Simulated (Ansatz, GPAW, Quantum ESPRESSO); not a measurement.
## One calculation of Sn, 4 ways

```
CELL_PARAMETERS angstrom
0.00000 3.23334 3.23334
3.23334 0.00000 3.23334
3.23334 3.23334 0.00000
ATOMIC_POSITIONS crystal
Sn 0.75000 0.75000 0.75000
Sn 0.50000 0.50000 0.50000
```

This isn't the form of Sn at room conditions, which is tetragonal (white tin).

Alike in all runs: task band structure; functional LDA; k mesh 7 × 7 × 7; occupations fermi-dirac, width 0.05 eV; no spin polarisation; no spin-orbit coupling. LDA stands for any of its common fits. Pressure is positive in compression and, in plane waves, holds the error of the finite cutoff, which Ansatz's Pulay term estimates and takes out.

| program and potentials | plane-wave cutoff (eV) | notes | pressure (GPa) |
| --- | --- | --- | --- |
| Ansatz, Ansatz PAW | 420 | potentials made for PBE, which Ansatz adapts in part; Pulay term of +0.02 GPa included | 0.17 |
| Quantum ESPRESSO, PseudoDojo 0.4.1 SR LDA standard | 980 | - | 0.12 |
| Ansatz, all-electron LAPW, scalar-relativistic | - | - | 0.17 |
| GPAW, the program's PAW data sets (release 1.2.1) made for this functional | 600 | - | -0.16 |

The pressure spans -0.16 (GPAW, the program's PAW data sets (release 1.2.1) made for this functional) to 0.17 GPa (Ansatz, all-electron LAPW, scalar-relativistic), with all-electron results at 0.17.

Differences between rows come from potentials, basis sets and numerical settings, since the functional is the same but for its coding. Runs on potential files found faulty are left out.

The cell of this diamond-structure tin lies very close to its LDA equilibrium volume. Three of the four runs find it slightly compressed, while GPAW, at -0.16 GPa, finds it slightly stretched. Even for a lattice as soft as that of grey tin, the whole spread amounts to only a very small change in lattice constant, so the change of sign is no sign of a real disagreement about the bonding.

The near-zero pressure reflects a balance between the pull of the directional sp³ bonds and the kinetic and core-overlap repulsion that resists shortening them. The bonds are long and fairly weak because the 5s and 5p orbitals are diffuse and overlap less effectively than the valence orbitals of silicon or germanium. GPAW's offset may come from its description of the core and semicore 4d shell or from residual basis-set error. Mechanical balance at this one volume doesn't establish how the energy of this open network compares with that of denser, metallic white tin.
